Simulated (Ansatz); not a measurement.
# How much does Li in Al(111), 2x2 scatter?

Aim: the resistance that Li in Al(111), 2x2 adds to the host.

Main program and level: Ansatz 0.2.0; Ansatz plane-wave DFT, PBE, PAW files; ballistic transport by layer matching (Landauer), zero bias; PAW set soft_1, in the first sound run; inputs show where later runs differ.

This is a report of a sequence of runs, with most program output left out.

### Step 1. The structure

The cell holds 44 atoms: 43 Al and 1 Li. Cell: a = 5.725 Å, b = 5.725 Å, c = 25.761 Å, α = 86.8°, β = 93.2°, γ = 120.0°. It derives from Al. Regions: lead, 24 atoms (24 Al); scattering region, 20 atoms (19 Al and 1 Li). The structure is stacked along c, and the current runs across the ab planes.

### Step 2. Transmission at ideal sites

The defect sits in one plane of the supercell, all atoms on ideal sites; the layers about the cell's end are the lead. The mesh across the current, 12×12, is finer than the density's, because channels open and close sharply across the zone. Energies from -0.1 to 0.1 eV in steps of 0.05 eV are too few for the program's thermal sum, so it prints no conductance; for a metal the transmission near the Fermi level serves, at a fraction of the cost.

input.yaml

```yaml
crystal:
  lattice:
    - [5.7246940741, 0.0, 0.0]
    - [-2.862347037, 4.957730497, 0.0]
    - [-1.4311735185, 0.8262884162, 25.7080622609]
  atoms:
    - { symbol: Al, position: [0.0075757576, 0.9924242424, 0.0454545455] }
    - { symbol: Al, position: [0.0075757576, 0.4924242424, 0.0454545455] }
    - { symbol: Al, position: [0.5075757576, 0.9924242424, 0.0454545455] }
    - { symbol: Al, position: [0.5075757576, 0.4924242424, 0.0454545455] }
    - { symbol: Al, position: [0.1893939394, 0.3106060606, 0.1363636364] }
    - { symbol: Al, position: [0.1893939394, 0.8106060606, 0.1363636364] }
    - { symbol: Al, position: [0.6893939394, 0.3106060606, 0.1363636364] }
    - { symbol: Al, position: [0.6893939394, 0.8106060606, 0.1363636364] }
[... 32 atom lines left out ...]
    - { symbol: Al, position: [0.3257575758, 0.1742424242, 0.9545454545] }
    - { symbol: Al, position: [0.3257575758, 0.6742424242, 0.9545454545] }
    - { symbol: Al, position: [0.8257575758, 0.1742424242, 0.9545454545] }
    - { symbol: Al, position: [0.8257575758, 0.6742424242, 0.9545454545] }
kpoints:
  mp_grid: { grid: [5, 5, 1] }
hamiltonian:
  xc: pbe
  pseudopotentials: { kind: paw, azcp: { folder: soft_1 } }
scf:
  occupations: { method: fermi_dirac, width: 0.1 }
output:
  transmission: { leads: [[0, 4]], kmesh: [12, 12], e_range: [-0.1, 0.1], de: 0.05 }
  write_potential: true
  write_density: true
  volumetric_format: npy
  elf: true
```

On the command line:

```bash
$ ansatz run input.yaml --threads 4 --pin off --max-ram 15360MiB --backend cpu --events-out ev --progress --plain --runs-dir out
```

Wall time 5.7 min (4 threads of Arm Neoverse V1, shared host); peak memory 2.5 GiB.

Numbers from this step:

```yaml
free_energy: -23317.6771 eV
energy_at_zero_smearing: -23317.3511 eV
fermi_energy: 7.814 eV
cell_area: 28.38 Å²
transmission_per_spin_nearest_the_fermi_level: 4.571
open_channels_per_spin_nearest_the_fermi_level: 5.590
step_of_the_lead_s_potential: 9 meV
```

Per spin. The transmission, zone mean by energy, zero at the Fermi level:

```csv
energy (eV),"transmission, zone mean"
-0.1000,4.62
-0.0500,4.58
0.0000,4.57
0.0500,4.61
0.1000,4.63
```

Per spin. The open channels, zone mean, lead by energy, zero at the Fermi level:

```csv
energy (eV),"open channels, zone mean, lead"
-0.1000,5.59
-0.0500,5.59
0.0000,5.59
0.0500,5.51
0.1000,5.67
```

Transmission over k1 and k2. At 0.0000 eV from the Fermi level.

Ten even steps from '0' (2.97) to '9' (6.12):
```
363663630110
132999231101
169399396111
169994999610
339949949933
362399999326
333994994993
101699949996
111169399396
110113299923
301103636636
331113331113
```
Columns: k1 (b1) from -0.5 to 0.417; rows upwards: k2 (b2) from -0.5 to 0.417.

Open channels over k1 and k2. At 0.0000 eV from the Fermi level.

Ten even steps from '0' (3.00) to '9' (7.00):
```
577997750220
572999275202
299599599222
599995999950
579959959975
272599999527
557995995997
505999959999
222299599599
520257299927
502205779977
255255255255
```
Columns: k1 (b1) from -0.5 to 0.417; rows upwards: k2 (b2) from -0.5 to 0.417.

ELF in the ca plane at fractional y = 0.083, with atoms of Li and Al within 0.2 Å of it. It is the smooth field of the valence electrons, not physical close to the nuclei.

Ten even steps from '0' (0.06) to '9' (0.97), each cell a mean:
```
54223565655322355555402035555432124555651002
52000565554222345555302035555542234565554224
52001565554322455555521255556554445555555554
54224555655444556555555555555555554335555554
44555555434555555554455544555565654335555654
34565555323565655554322223556655455555555434
34565555444554566653100003566643345665552002
44445555655433456652015202566532124555651002
53102565554322356652059601566532134555652003
62000565554322356652025202566643345565555444
53002565665433466653100013566654454445555654
54445555555544566653322234455565654235555654
34565555324565655554455544555555554445555555
34555555324555555555555565556554445566564213
44555555555444456555531256555542234555651002
```
Columns run along c (16.0 Å, from fractional 0.19 to 0.81 of the cell), rows up along a (5.7 Å). Atoms in or near the plane, at fractional coordinates: Li at (0.50, 0.42), Al at (0.50, 0.92).

Electrostatic potential energy in the ca plane at fractional y = 0.083, with atoms of Li and Al within 0.2 Å of it. With pseudopotentials it is smooth inside the atoms' cores, unlike the true potential.

Values in eV, 8 rows by 16 columns, each cell a mean:
```
-2.1 -3.2  5.6  6.6  9.2  8.3  8.0 -1.4  2.5  4.7  8.1  9.4  7.6  7.2 -2.3 -2.2
-2.7 -2.4  5.5  5.0  8.3  6.4  6.7 -0.6 -3.2  6.4  3.1  7.0 -1.5 -0.1  5.0  2.9
 4.3  2.2  4.2 -7.4  4.0  0.4  2.9  8.0  7.4  6.9 -2.2  5.4 -4.7 -1.8  5.6  2.2
 6.2  3.5  4.4 -5.3  5.3  3.8  5.8  5.8  1.6  7.9  5.2  8.4  5.4  6.2 -2.1 -2.5
-1.9 -3.2  5.6  6.4  9.1  8.4  8.7 -0.8 -7.5  8.1  8.2  9.4  7.6  7.2 -2.4 -2.3
-2.7 -2.3  5.5  5.0  8.3  6.5  7.1  4.8  1.4  7.8  3.2  7.0 -1.5 -0.1  5.1  3.0
 4.3  2.2  4.2 -7.4  4.0  0.4  3.0  8.3  7.4  6.8 -2.1  5.4 -4.6 -1.8  5.5  2.2
 6.4  3.7  4.3 -5.4  5.3  3.7  5.4  0.9 -3.7  6.3  5.1  8.3  5.3  6.1 -2.1 -2.5
```
Columns run along c (16.0 Å, from fractional 0.19 to 0.81 of the cell; values clipped at the 3rd and 97th percentile), rows up along a (5.7 Å). Atoms in or near the plane, at fractional coordinates: Li at (0.50, 0.42), Al at (0.50, 0.92).

Valence density in the ca plane at fractional y = 0.083, with atoms of Li and Al within 0.2 Å of it. It is the smooth field of the valence electrons, not physical close to the nuclei.

Ten steps, logarithmic in the rise over the least value, from '0' (0.1 e/Å³) to '9' (7.4 e/Å³), each cell a mean:
```
22112222222111122222200012222111111222221001
21001222221111112222200022222211112222222112
21001222222111122222211122222221122222222222
22112222222211222222222211122222222122222221
12222222222222222211111111122222222122222222
11222222212222222211000001122222222222222222
11222222222222222211001100122211112222221111
12222222222111122110058610112211111222221001
22111222221111122110179820112211111222221111
21001222221111122110158510112211112222222222
21111222222111122210001000122222222222222221
22222222222222222211000001122222222122222221
11222222212222222211111111122222222222222222
11222222212222222221122222222221122222222112
12222222222211222222211122222211111222221001
```
Columns run along c (16.0 Å, from fractional 0.19 to 0.81 of the cell), rows up along a (5.7 Å). Atoms in or near the plane, at fractional coordinates: Li at (0.50, 0.42), Al at (0.50, 0.92).

Over the solved energies the transmission per spin lies between 4.57 and 4.63, out of 5.59 channels of the lead on average (up to 5.67).

### Step 3. Resistance at ideal sites

This step: Ansatz plane-wave DFT, PBE, PAW files; ballistic transport by layer matching (Landauer), zero bias; area resistance of the defect plane and resistivity an atomic per cent; PAW set soft_1 (Ansatz 0.2.0).

Numbers from this step:

- area resistance: 0.1402 fΩ m²
- T over the leads' mean channel count: 0.8245
- resistivity per at.% scaled from this dense plane, with the factor 3/4 for isotropic scattering: 1.799 µΩ cm

Averaged over the energies near the Fermi level, 82.5 % of the channels pass, which makes 0.140 fΩ m².

By hand, with T and the leads' channels N averaged over the energies near the Fermi level: RA = A (h/2e²)(1/T − 1/N) = 28.38×10⁻²⁰ m² × 12 906 Ω × (1/4.586 − 1/5.562) = 0.140 fΩ m². Per atomic per cent: RA × A / V_atom × 0.01 × 3/4 = 1.80 µΩ cm, with the host's V_atom = 16.58 Å³.

### Step 4. Relaxing the neighbours

The neighbours of the defect are let go while the lead's layers stay on their sites, since a lead must repeat to 0.01 Å.

This step: Ansatz plane-wave DFT, PBE, PAW files; relaxation with the lead's layers held; PAW set soft_1 (Ansatz 0.2.0).

Changes to input.yaml since step 2:

```diff
@@ -57,7 +57,6 @@
   occupations: { method: fermi_dirac, width: 0.1 }
-output:
-  transmission: { leads: [[0, 4]], kmesh: [12, 12], e_range: [-0.1, 0.1], de: 0.05 }
-  write_potential: true
-  write_density: true
-  volumetric_format: npy
-  elf: true
+relax:
+  f_tol: 0.03
+  max_steps: 40
+  constraints:
+    - { sites: [0, 1, 2, 3, 4, 5, 6, 7, 8, 9, 10, 11, 32, 33, 34, 35, 36, 37, 38, 39, 40, 41, 42, 43] }
```

Run time: 38 s. Hardware: 4 threads; peak memory 2.6 GiB.

Step by step:

```csv
step,energy less that of the first step (eV),largest force component (eV/Å)
1,0.0000,0.0868
2,-0.0070,0.0381
3,-0.0082,0.0066
```

The run keeps the 4 symmetry operations that it works with, so distortions that break them were not tested.

The atoms that moved most (Å):

```csv
atom,dx,dy,dz,length
Al17,0.009,-0.005,0.024,0.026
Al27,-0.009,0.005,-0.024,0.026
Al19,-0.006,-0.004,0.022,0.023
Al18,0.000,0.007,0.022,0.023
Al28,0.000,-0.007,-0.022,0.023
Al25,0.006,0.004,-0.022,0.023
Al14,0.001,-0.001,0.021,0.021
Al32,-0.001,0.001,-0.021,0.021
```

Numbers from this step:

| Item | Value |
| --- | --- |
| free energy | -23317.6834 eV |
| energy at zero smearing | -23317.3592 eV |
| Fermi energy | 7.816 eV |

The largest force component on a free atom ends at 0.0066 eV/Å, under the tolerance of 0.03, after 3 steps.

### Step 5. Transmission after relaxation, relaxed yes

The transmission is solved again on the relaxed atoms.

This step: Ansatz plane-wave DFT, PBE, PAW files; ballistic transport by layer matching (Landauer), zero bias; PAW set soft_1 (Ansatz 0.2.0).

input.yaml

```yaml
crystal:
  lattice:
    - [5.7246940741, 0.0, 0.0]
    - [-2.862347037, 4.957730497, 0.0]
    - [-1.4311735185, 0.8262884162, 25.7080622609]
  atoms:
    - { symbol: Al, position: [0.0075757576, 0.9924242424, 0.0454545455] }
    - { symbol: Al, position: [0.0075757576, 0.4924242424, 0.0454545455] }
    - { symbol: Al, position: [0.5075757576, 0.9924242424, 0.0454545455] }
    - { symbol: Al, position: [0.5075757576, 0.4924242424, 0.0454545455] }
    - { symbol: Al, position: [0.1893939394, 0.3106060606, 0.1363636364] }
    - { symbol: Al, position: [0.1893939394, 0.8106060606, 0.1363636364] }
    - { symbol: Al, position: [0.6893939394, 0.3106060606, 0.1363636364] }
    - { symbol: Al, position: [0.6893939394, 0.8106060606, 0.1363636364] }
[... 32 atom lines left out ...]
    - { symbol: Al, position: [0.3257575758, 0.1742424242, 0.9545454545] }
    - { symbol: Al, position: [0.3257575758, 0.6742424242, 0.9545454545] }
    - { symbol: Al, position: [0.8257575758, 0.1742424242, 0.9545454545] }
    - { symbol: Al, position: [0.8257575758, 0.6742424242, 0.9545454545] }
kpoints:
  mp_grid: { grid: [5, 5, 1] }
hamiltonian:
  xc: pbe
  pseudopotentials: { kind: paw, azcp: { folder: soft_1 } }
scf:
  occupations: { method: fermi_dirac, width: 0.1 }
output:
  transmission:
    leads: [[0, 4]]
    kmesh: [10, 10]
    e_range: [-0.05, 0.05]
    de: 0.05
  write_potential: true
  write_density: true
  volumetric_format: npy
```

Elapsed: 4.5 min, on 4 threads; peak memory 2.5 GiB.

This step gave:

| Property | Result |
| --- | --- |
| free energy | -23317.6853 eV |
| energy at zero smearing | -23317.3612 eV |
| transmission per spin nearest the Fermi level | 4.708 |
| open channels per spin nearest the Fermi level | 5.59 |
| step of the lead's potential | 8.3 meV |

Per spin. The transmission, zone mean by energy, zero at the Fermi level:

```csv
energy (eV),"transmission, zone mean"
-0.0500,4.56
0.0000,4.71
0.0500,4.66
```

Transmission over k1 and k2. At 0.0000 eV from the Fermi level.

Ten even steps from '_' (2.99) to '@' (6.12):
```
--##**##**##--______
..**--@@@@--**..____
..##@@@@@@@@@@##..__
--**@@@@****@@@@**--
::##--@@**@@**@@--##
----**@@@@****@@@@**
..__..##@@@@@@@@@@##
..____..**--@@@@--**
--______--##**##**##
::--....--::--....--
```
Columns: k1 (b1) from -0.5 to 0.4; rows upwards: k2 (b2) from -0.5 to 0.4.

Over the solved energies the transmission per spin lies between 4.56 and 4.71, out of 5.47 channels of the lead on average (up to 5.59).

### Step 6. Resistance after relaxation

This step: Ansatz plane-wave DFT, PBE, PAW files; ballistic transport by layer matching (Landauer), zero bias; area resistance of the defect plane and resistivity an atomic per cent; PAW set soft_1 (Ansatz 0.2.0).

This step gave:

| Item | Value |
| --- | --- |
| area resistance | 0.1191 fΩ m² |
| T over the leads' mean channel count | 0.8490 |
| resistivity per at.% scaled from this dense plane, with the factor 3/4 for isotropic scattering | 1.529 µΩ cm |

Averaged over the energies near the Fermi level, 84.9 % of the channels pass, which makes 0.119 fΩ m², against 0.140 on ideal sites.

### Step 7. Outcome

```json
{
 "share of channels that pass, rigid": "0.825",
 "area resistance, rigid": "0.140 fΩ m²",
 "resistivity per at.% from the area resistance, times 3/4, rigid": "1.80 µΩ cm",
 "share of channels that pass, relaxed": "0.849",
 "area resistance, relaxed": "0.119 fΩ m²",
 "resistivity per at.% from the area resistance, times 3/4, relaxed": "1.53 µΩ cm"
}
```

**Reading.** The plane of defects adds 0.12 fΩ m². Scaled to one atomic per cent that is 2.0 µΩ cm as it stands and 1.5 with the factor 3/4 for isotropic scattering on a spherical Fermi surface; with the reflection in place of the resistance taken as linear in the density it would be 1.3. These are rough estimates of the dilute value, not bounds. One Li in each 2x2 cell reflects 15 % of the lead's channels. The relaxed cell differs by -15 % in resistance; between the two runs the lead's own channel count goes from 5.56 to 5.47, so sampling may have a part in it. The defects form a dense periodic sheet that scatters coherently, unlike a dilute random alloy. T and N are means over the solved energies nearest the Fermi level.

[Logs are printed without paths, hosts, clocks, repeated set-up lines and the standing remarks that a program may print on its own settings, such as how far it seeks lower states.]

[Hosts, paths, dates, database ids (printed as entryN), source tags and the programs' standing remarks are cut or masked in the printed files.]
